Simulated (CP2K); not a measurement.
# GeS under changes of volume

One of the cells (20.535 Å³/atom); the others are scaled copies at fixed shape and fractional positions:

```
Ge S
1.0
    10.48100    0.00000    0.00000
     0.00000    3.64600    0.00000
     0.00000    0.00000    4.29900
Ge S
4 4
Cartesian
  9.2013 2.7345 3.7500
  6.5202 0.9115 1.6005
  3.9608 2.7345 2.6985
  1.2797 0.9115 0.5490
  1.5774 2.7345 2.1396
  3.6631 0.9115 4.2891
  6.8179 2.7345 0.0099
  8.9036 0.9115 2.1594
```

```yaml
Program: CP2K 2026.2
Functional: PBE
Potentials_or_basis: POTENTIAL_UZH Ge GTH-PBE-q4, S GTH-PBE-q6; TZVP-MOLOPT-PBE-GTH basis
Density_cutoff: 6123 eV
k_mesh: 3 × 7 × 6
Occupations: fermi-dirac, width 0.05 eV
Spin: no spin polarisation
```

```csv
volume (Å³/atom),energy over the lowest point (meV/atom),pressure (GPa),gap on the mesh (eV),largest force (eV/Å)
19.303,?,?,?,?
19.714,31.61,6.1,1.03,0.572
20.124,18.03,4.5,1.08,0.408
20.535,8.48,3.0,1.13,0.252
20.946,2.58,1.6,1.17,0.120
21.357,0.00,0.4,1.21,0.040
21.767,0.43,-0.7,1.24,0.166
```

Problem. What does the run at 19.303 Å³/atom give?

Solution. Energy over the lowest point 49.63 meV/atom; pressure 8.0 GPa; gap on the mesh 0.98 eV; largest force 0.747 eV/Å.

Worked out: A Birch-Murnaghan fit of order 3 (a polynomial in V^(-2/3)) to the other rows has its minimum at 21.50 Å³/atom with B0 = V·E''(V) = 59 GPa and B' = 4.2 at fixed shape and positions, which overstates the stiffness. It gives 49.69 meV/atom at 19.303 Å³/atom, against the run's 49.63, and -dE/dV = 8.0 GPa, against 8.0. A straight line through the other rows of the gap, of slope 2.14 eV per unit of ln V (its deformation potential), extrapolates to 0.99 eV, against the run's 0.98.

Energies are extrapolated to zero smearing.

Caveats: an odd mesh through Γ misses points on the zone boundary, where band edges often lie; the basis of atomic orbitals isn't converged, which shifts pressures, moduli and gaps. Spin-orbit coupling on Ge is left out.
